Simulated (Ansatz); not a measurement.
Crystal: Sc.

```
Sc
1.0
    -1.91721    1.91721    1.71760
     1.91721   -1.91721    1.71760
     1.91721    1.91721   -1.71760
Sc
1
Direct
  0.00000 0.00000 0.00000
```

This isn't the form of Sc at room conditions, which is hcp.

```yaml
Program: Ansatz 0.2.0
Task: relaxation of cell and atoms
Functional: PBE
Dispersion: D3(BJ)
Potentials_or_basis: Ansatz PAW
Cutoff: "420 eV (not typed: the program's choice for these potentials)"
k_mesh: 10 × 10 × 10
Occupations: fermi-dirac, width 0.05 eV
Spin: no spin polarisation
```

At the start: volume 25.25 Å³/atom.

Q: Where does the relaxation end?

A: It ends after 8 steps and the volume is 23.68 Å³/atom (-6.2 %); space group I4/mmm (No. 139, to 0.05 Å).

The path:
```csv
step,energy change (eV),largest force (eV/Å),volume (Å³)
1,0.0000,0.0000,25.25
2,-0.0185,0.0000,23.55
3,-0.0193,0.0000,23.60
4,-0.0212,0.0000,23.64
5,-0.0216,0.0000,23.66
6,-0.0216,0.0000,23.68
7,-0.0216,0.0000,23.68
8,-0.0214,0.0000,23.68
```

Final structure:
```
CELL_PARAMETERS angstrom
-1.81593 1.81593 1.79508
1.81593 -1.81593 1.79508
1.81593 1.81593 -1.79508
ATOMIC_POSITIONS crystal
Sc 0.00000 0.00000 0.00000
```

Caveat: the plane-wave basis is chosen anew once the cell has moved, so the energies of steps on either side of that aren't comparable; pairwise dispersion overbinds metals, which lowers pressure and volume.
